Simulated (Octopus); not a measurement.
GaP in Octopus: convergence with k mesh

The system is GaP.

```xyz
2
Lattice="0.0000 2.7252 2.7252 2.7252 0.0000 2.7252 2.7252 2.7252 0.0000" Properties=species:S:1:pos:R:3 pbc="T T T"
Ga    0.0000    0.0000    0.0000
P     4.0879    4.0879    4.0879
```

| Property | Result |
| --- | --- |
| Program | Octopus 16.4 |
| Task | convergence study |
| Functional | MS2 |
| Potentials or basis | hgh_lda (LDA) |
| Grid spacing | 0.184 Å |
| k mesh | 1 × 1 × 1 |
| Occupations | fixed |
| Spin | no spin polarisation |

These are the settings of the first run; the series varies k mesh, with any setting tied to it.

Hardware: 1 thread of Intel(R) Xeon(R) 6975P-C (Granite Rapids), with other jobs on the host.

```
   k mesh  energy less the tightest run, at zero smearing (meV/atom)  gap on the mesh (eV)  SCF cycles  CPU time (s)  peak memory (GiB)
1 × 1 × 1                                                    8143.66                 2.515          18           6.1               0.07
2 × 2 × 2                                                    1011.87                 2.166          15            30               0.09
4 × 4 × 4                                                      54.06                 2.315          15            68               0.12
5 × 5 × 5                                                      15.40                 2.319          14            88               0.14
6 × 6 × 6                                                       4.50                 2.332          14           130               0.18
7 × 7 × 7                                                       1.12                 2.303          14           170                0.2
8 × 8 × 8                                                       0.00                 2.335          15           230               0.27
```

Not settled before the last step: the energy (to 1 meV/atom), the gap on the mesh (to 0.01 eV). Meshes of other sizes hit other points, so gaps and Fermi surfaces needn't settle smoothly. The tightest run that finished is the yardstick and may itself not be fully converged.

Caveat, for the tightest run too: this is an older set of potentials, less accurate than current ones.
